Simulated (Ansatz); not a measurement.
The system is TaN.

```
Ta N
1.0
     5.18500    0.00000    0.00000
    -2.59250    4.49034    0.00000
     0.00000    0.00000    2.90800
Ta N
3 3
Direct
  0.00000 0.00000 0.00000
  0.33333 0.66667 0.50000
  0.66667 0.33333 0.50000
  0.50000 0.00000 0.00000
  0.50000 0.50000 0.00000
  0.00000 0.50000 0.00000
```

```yaml
Program: Ansatz 0.2.0
Task: single point
Functional: PBE
Potentials_or_basis: Ansatz PAW
Cutoff: "420 eV (not typed: the program's choice for these potentials)"
k_mesh: 6 × 6 × 9
Occupations: fermi-dirac, width 0.05 eV
Spin: no spin polarisation
```

On this cell: pressure 10.3 GPa; largest force under 0.003 eV/Å; band gap on the k mesh none (metal or under the smearing width).

The same run follows on a disturbed copy (atoms moved at random, drawn with an rms of 0.05 Å):

```
CELL_PARAMETERS angstrom
5.18500 0.00000 0.00000
-2.59250 4.49034 0.00000
0.00000 0.00000 2.90800
ATOMIC_POSITIONS crystal
Ta 0.00180 0.00167 0.00566
Ta 0.33269 0.66163 0.50467
Ta 0.66432 0.34084 0.50886
N 0.49579 0.98882 0.01051
N 0.50888 0.49763 0.00615
N 0.99958 0.49119 0.00739
```

Q: What does the disturbed cell give?

A: The energy (extrapolated to zero smearing) moves by +20.5 meV/atom; pressure 11.2 GPa; largest force 2.469 eV/Å; band gap on the k mesh none (metal or under the smearing width).

Forces on the atoms (eV/Å):
```
Ta  -0.159  0.035  0.051
Ta  -0.111  0.124  0.231
Ta   1.598 -1.879 -0.095
N   -0.179  1.262 -0.219
N   -1.402  0.929  0.073
N    0.253 -0.471 -0.041
```

Stress tensor (GPa, compression positive):
```
11.88 -1.44 -0.10
-1.44  8.49 -0.07
-0.10 -0.07 13.36
```
